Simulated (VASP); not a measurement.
Crystal: GePt.

```
CELL_PARAMETERS angstrom
4.16398 0.00000 0.00000
-2.08199 3.60612 0.00000
0.00000 0.00000 4.50158
ATOMIC_POSITIONS crystal
Ge 0.33333 0.66667 0.50000
Ge 0.66667 0.33333 0.50000
Pt 0.33333 0.66667 0.00000
Pt 0.66667 0.33333 0.00000
```

The cell was built by a generator and needn't be a form met in nature.

| Item | Value |
| --- | --- |
| Program | VASP 6.6.1 |
| Task | relaxation of cell and atoms |
| Functional | PBE |
| Potentials or basis | VASP PAW PBE potentials, release 64 (Ge_d, Pt) |
| Cutoff | 520 eV |
| k mesh | 6 × 6 × 5 |
| Occupations | gaussian, width 0.15 eV |
| Spin | no spin polarisation |

At the start: pressure 52.8 GPa; volume 16.90 Å³/atom.

Problem. Where does the relaxation end?

Solution. Over 14 steps the energy falls by 657.1 meV/atom and the volume is 21.88 Å³/atom (+29.5 %); space group P6/mmm (No. 191, to 0.05 Å).

Step by step:
| step | energy change (eV) | largest force (eV/Å) | pressure (GPa) | volume (Å³) |
| --- | --- | --- | --- | --- |
| 1 | 0.0000 | 0.0000 | 52.84 | 67.59 |
| 2 | 1.4699 | 0.0000 | -14.16 | 137.22 |
| 3 | -2.3799 | 0.0000 | -2.69 | 89.64 |
| 4 | -2.5494 | 0.0000 | -0.95 | 87.82 |
| 5 | -2.5597 | 0.0000 | 1.46 | 85.95 |
| 6 | -2.6043 | 0.0000 | 0.87 | 86.40 |
| 7 | -2.6036 | 0.0000 | 0.29 | 86.81 |
| 8 | -2.6263 | 0.0000 | -0.57 | 87.94 |
| 9 | -2.6263 | 0.0000 | -0.63 | 88.14 |
| 10 | -2.6264 | 0.0000 | -0.74 | 88.09 |
| 11 | -2.6264 | 0.0000 | -0.60 | 88.01 |
| 12 | -2.6264 | 0.0000 | -1.04 | 88.05 |
| 13 | -2.6235 | 0.0000 | 1.06 | 86.59 |
| 14 | -2.6282 | 0.0000 | -0.10 | 87.52 |

Final structure:
```
Ge Pt
1.0
     4.50580    0.00000    0.00000
    -2.25290    3.90214    0.00000
     0.00000    0.00000    4.97800
Ge Pt
2 2
Direct
  0.33333 0.66667 0.50000
  0.66667 0.33333 0.50000
  0.33333 0.66667 0.00000
  0.66667 0.33333 0.00000
```

Caveat: the volume moved by over 15 % at a fixed basis, so the end points are rough.
